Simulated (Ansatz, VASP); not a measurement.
## One calculation of MnS, two programs

Contents of INCAR:

```
PREC = Accurate
ENCUT = 520
EDIFF = 1E-7
ISMEAR = 0
SIGMA = 0.02
LREAL = False
LASPH = True
NELM = 150
ALGO = Normal
ISIF = 2
LWAVE = False
LCHARG = False
ISPIN = 2
MAGMOM = 4 0
LORBIT = 11
LMAXMIX = 4
GGA = PE
NBANDS = 20
```

File KPOINTS:

```
regular mesh
0
Gamma
  9 9 9
```

The input POSCAR:

```
MnS
1.0
    0.0000000000      2.6045000000      2.6045000000
    2.6045000000      0.0000000000      2.6045000000
    2.6045000000      2.6045000000      0.0000000000
Mn S
1 1
Direct
    0.0000000000      0.0000000000      0.0000000000
    0.5000000000      0.5000000000      0.5000000000
```

Contents of input.yaml:

```yaml
crystal:
  lattice:
    - [0.0, 2.6045, 2.6045]
    - [2.6045, 0.0, 2.6045]
    - [2.6045, 2.6045, 0.0]
  atoms:
    - { symbol: Mn, position: [0.0, 0.0, 0.0], spin: 4.0 }
    - { symbol: S, position: [0.5, 0.5, 0.5] }
kpoints:
  mp_grid: { grid: [9, 9, 9] }
scf:
  occupations: { method: gaussian, width: 0.02 }
hamiltonian:
  xc: pbe
  pseudopotentials: { kind: all_electron, lapw: { basis_error: 0.001 } }
magnetization:
  spin_polarized: true
output:
  forces: true
  stress: true
  eigenvalues: true
```

Alike in both runs: task single point; functional PBE; k mesh 9 × 9 × 9; occupations gaussian, width 0.02 eV; collinear spin.

|  | VASP | Ansatz |
| --- | --- | --- |
| version | VASP 6.6.1 | Ansatz 0.2.0 |
| potentials or method | VASP PAW PBE potentials, release 64 (Mn_pv, S) | all-electron LAPW, scalar-relativistic |
| plane-wave cutoff (eV) | 520 | see its input |

|  | VASP | Ansatz | Ansatz less VASP |
| --- | --- | --- | --- |
| gap on the k mesh at the Fermi level (eV) | none | none | - |
| pressure (GPa) | -2.8 | -2.8 | +0.02 |
| net moment per atom (μB) | 2.36 | 2.36 | 0.000 |
| size of the moment on the site where the two differ most (μB) | 4.26 | 4.44 | +0.176 |

Site moments also hang on the region over which each program counts them. A gap of «none» marks a metal or a gap that the smearing closes. Ansatz ran all-electron here, so the differences hold the error of VASP's frozen core and of both bases.

Caveats: a cell with one magnetic atom can't hold antiferromagnetic order, which such compounds often take; semilocal functionals often make such compounds metallic where correlation or magnetic order opens a gap, which also shifts bond lengths.
